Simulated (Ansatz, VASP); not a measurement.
**Be2C in VASP and in Ansatz**

The input INCAR:

```
ALGO = Normal ; EDIFF = 1E-6
EDIFFG = -0.005 ; ENCUT = 600
IBRION = 2 ; ISIF = 3
ISMEAR = 0 ; LASPH = True
LCHARG = False ; LREAL = False
LWAVE = False ; NELM = 80
NSW = 70 ; PREC = Accurate
SIGMA = 0.02
```

File KPOINTS:

```
k-points
0
Gamma
  12 12 12
```

Contents of POSCAR:

```
Be2C
1.0
    0.0000000000      2.1642401185      2.1642401185
    2.1642401185      0.0000000000      2.1642401185
    2.1642401185      2.1642401185      0.0000000000
Be C
2 1
Direct
    0.2500000000      0.2500000000      0.2500000000
    0.7500000000      0.7500000000      0.7500000000
    0.0000000000      0.0000000000      0.0000000000
```

Input for Ansatz:

```yaml
crystal:
  lattice:
    - [0.0, 2.1642401185, 2.1642401185]
    - [2.1642401185, 0.0, 2.1642401185]
    - [2.1642401185, 2.1642401185, 0.0]
  atoms:
    - { symbol: Be, position: [0.25, 0.25, 0.25] }
    - { symbol: Be, position: [0.75, 0.75, 0.75] }
    - { symbol: C, position: [0.0, 0.0, 0.0] }
basis:
  ecutwfc: 420
kpoints:
  mp_grid: { grid: [12, 12, 12] }
hamiltonian:
  xc: lda
scf:
  occupations: { method: gaussian, width: 0.02 }
output:
  forces: true
  stress: true
  eigenvalues: true
relax:
  adjacent_minimum: "off"
  f_tol: 0.005
  max_steps: 50
  cell: { stress_tol: 0.05 }
```

Alike in both runs: task relaxation of cell and atoms; functional LDA; k mesh 12 × 12 × 12; occupations gaussian, width 0.02 eV; no spin polarisation.

```csv
,VASP,Ansatz
version,VASP 6.6.1,Ansatz 0.2.0
potentials or method,"VASP PAW LDA potentials, release 64 (Be, C)","scalar-relativistic, plane waves, PAW"
plane-wave cutoff (eV),600,420
valence electrons in the cell,8,8
```

Ansatz gave:

| Quantity | Value |
| --- | --- |
| gap on the k mesh at the Fermi level, each at its own relaxed structure (eV) | 1.20 |
| relaxed volume (Å³/atom) | 6.48 |
| relaxed cell length with the largest relative difference (Å) | 3.018 |
| energy change over the relaxation (meV/atom) | -8 |

Q: Estimate VASP's values.

A: gap on the k mesh at the Fermi level, each at its own relaxed structure (eV): 1.20; relaxed volume (Å³/atom): 6.49; relaxed cell length with the largest relative difference (Å): 3.020; energy change over the relaxation (meV/atom): -7.

A k mesh can miss the band edges. A hybrid or GW would open this gap; LDA tends to underestimate it. LDA usually gives volumes a few per cent too small.
